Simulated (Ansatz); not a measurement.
# TiO$_{2}$ (C2/m) at 2 levels of theory

One geometry, relaxed with PBE+D3(BJ); plane waves with PAW potentials in Ansatz, scalar-relativistic. No spin polarisation. Gaps are the least over mesh and band path; pressure is positive in compression.

```cif
data_structure
_symmetry_space_group_name_H-M 'P 1'
_symmetry_Int_Tables_number 1
_cell_length_a 4.7384
_cell_length_b 4.7384
_cell_length_c 5.1603
_cell_angle_alpha 99.484
_cell_angle_beta 99.484
_cell_angle_gamma 36.753
_cell_volume 68.27
loop_
_atom_site_label
_atom_site_type_symbol
_atom_site_fract_x
_atom_site_fract_y
_atom_site_fract_z
_atom_site_occupancy
Ti1 Ti 0.27345 0.27345 0.26237 1
Ti2 Ti 0.72655 0.72655 0.73763 1
O1 O 0.64299 0.64299 0.38116 1
O2 O 0.13899 0.13899 0.88506 1
O3 O 0.35701 0.35701 0.61884 1
O4 O 0.86101 0.86101 0.11494 1
```

```json
{"level": "PBE+D3(BJ)", "cutoff (eV)": "420", "k mesh": "8×8×6", "gap (eV)": "2.68", "pressure (GPa)": "0.0"}
```

Problem. What comes out on the same cell with r2SCAN?

Solution.
```
 level  cutoff (eV)  k mesh  gap (eV)  pressure (GPa)
r2SCAN          500   8×8×6      3.04            -1.2
```

The cell holds layers, chains or molecules whose binding is poorly described in rows without D3.

The cell was found from a structure generator's guess, not taken from experiment.
